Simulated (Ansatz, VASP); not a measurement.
## Two plane-wave programs on In

Contents of INCAR:

```
SYSTEM = In
ALGO = Normal ; EDIFF = 1E-6
EDIFFG = -0.01 ; ENCUT = 600
GGA = PE ; IBRION = 2
ISIF = 3 ; ISMEAR = 0
LASPH = .TRUE. ; LCHARG = .FALSE.
LREAL = .FALSE. ; LWAVE = .FALSE.
NELM = 100 ; NSW = 100
PREC = Accurate ; SIGMA = 0.1
```

Contents of KPOINTS:

```
k-points
0
G
  9 9 14
  0 0 0
```

File POSCAR:

```
In
1.0
    5.4998356996      0.0000000000      0.0000000000
   -2.7499178498      4.7629974325      0.0000000000
    0.0000000000      0.0000000000      3.2049746232
In
3
Direct
    0.0000000000      0.0000000000      0.0000000000
    0.3333333333      0.6666666667      0.5000000000
    0.6666666667      0.3333333333      0.5000000000
```

Input for Ansatz:

```yaml
crystal:
  lattice:
    - [5.4998356996, 0.0, 0.0]
    - [-2.7499178498, 4.7629974325, 0.0]
    - [0.0, 0.0, 3.2049746232]
  atoms:
    - { symbol: In, position: [0.0, 0.0, 0.0] }
    - { symbol: In, position: [0.3333333333, 0.6666666667, 0.5] }
    - { symbol: In, position: [0.6666666667, 0.3333333333, 0.5] }
basis:
  ecutwfc: 420
kpoints:
  mp_grid: { grid: [9, 9, 14] }
hamiltonian:
  xc: pbe
scf:
  occupations: { method: gaussian, width: 0.1 }
output:
  forces: true
  stress: true
  eigenvalues: true
relax:
  adjacent_minimum: "off"
  f_tol: 0.01
  max_steps: 80
  cell: { stress_tol: 0.05 }
```

Alike in both runs: task relaxation of cell and atoms; functional PBE; k mesh 9 × 9 × 14; occupations gaussian, width 0.1 eV; no spin polarisation.

```csv
,VASP,Ansatz
version,VASP 6.6.1,Ansatz 0.2.0
potentials or method,"VASP PAW PBE potentials, release 64 (In_d)","scalar-relativistic, plane waves, PAW"
plane-wave cutoff (eV),600,420
valence electrons in the cell,39,39
```

Ansatz gave:

| Property | Result |
| --- | --- |
| gap on the k mesh at the Fermi level, each at its own relaxed structure (eV) | none |
| relaxed volume (Å³/atom) | 28.02 |
| relaxed cell length with the largest relative difference (Å) | 3.175 |

Problem. Which values does VASP return?

Solution. gap on the k mesh at the Fermi level, each at its own relaxed structure (eV): none; relaxed volume (Å³/atom): 28.07; relaxed cell length with the largest relative difference (Å): 3.178.

A gap of «none» marks a metal or a gap that the smearing closes.
